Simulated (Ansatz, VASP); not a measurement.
One calculation of Si, two programs

File INCAR:

```
SYSTEM = Si
PREC = Accurate
ENCUT = 600
EDIFF = 1E-6
ISMEAR = -1
SIGMA = 0.1
LREAL = .False.
LASPH = .True.
NELM = 60
ALGO = Normal
ISIF = 3
LWAVE = .False.
LCHARG = .False.
GGA = PS
IBRION = 2
NSW = 80
EDIFFG = -0.03
```

Contents of KPOINTS:

```
Automatic mesh
0
Gamma
  17 17 17
  0 0 0
```

POSCAR

```
Si
1.0
    0.0000000000      1.6700000000      1.6700000000
    1.6700000000      0.0000000000      1.6700000000
    1.6700000000      1.6700000000      0.0000000000
Si
1
Direct
    0.0000000000      0.0000000000      0.0000000000
```

Input for Ansatz:

```yaml
crystal:
  lattice:
    - [0.0, 1.67, 1.67]
    - [1.67, 0.0, 1.67]
    - [1.67, 1.67, 0.0]
  atoms:
    - { symbol: Si, position: [0.0, 0.0, 0.0] }
basis:
  ecutwfc: 421.77648681281397
kpoints:
  mp_grid:
    grid: [17, 17, 17]
    shift: [0.0, 0.0, 0.0]
hamiltonian:
  xc: pbesol
  dispersion: none
scf:
  occupations:
    method: fermi_dirac
    width: 0.1
relax:
  f_tol: 0.03
  cell: {}
```

This isn't the form of Si at room conditions, which is diamond.

Alike in both runs: task relaxation of cell and atoms; functional PBEsol; k mesh 17 × 17 × 17; occupations fermi-dirac, width 0.1 eV; no spin polarisation.

|  | VASP | Ansatz |
| --- | --- | --- |
| version | VASP 6.6.1 | Ansatz 0.2.0 |
| potentials or method | VASP PAW PBE potentials, release 64 (Si) | plane waves, PAW |
| plane-wave cutoff (eV) | 600 | 422 |
| valence electrons in the cell | 4 | 4 |

Ansatz gave:

| Item | Value |
| --- | --- |
| relaxed volume (Å³/atom) | 14.07 |
| relaxed cell length with the largest relative difference (Å) | 2.710 |
| energy change over the relaxation (meV/atom) | -937 |

Estimate VASP's values.

relaxed volume (Å³/atom): 14.13; relaxed cell length with the largest relative difference (Å): 2.713; energy change over the relaxation (meV/atom): -943.

Caveats: the volume moved by over 15 % at a fixed basis, so the end points are rough (VASP); the PAW data sets were made with another functional, which shifts forces and pressure a little (VASP); the volume moved by +52 % from the deposited cell, more than functionals usually miss. Zero-point motion and thermal expansion aren't in these numbers.
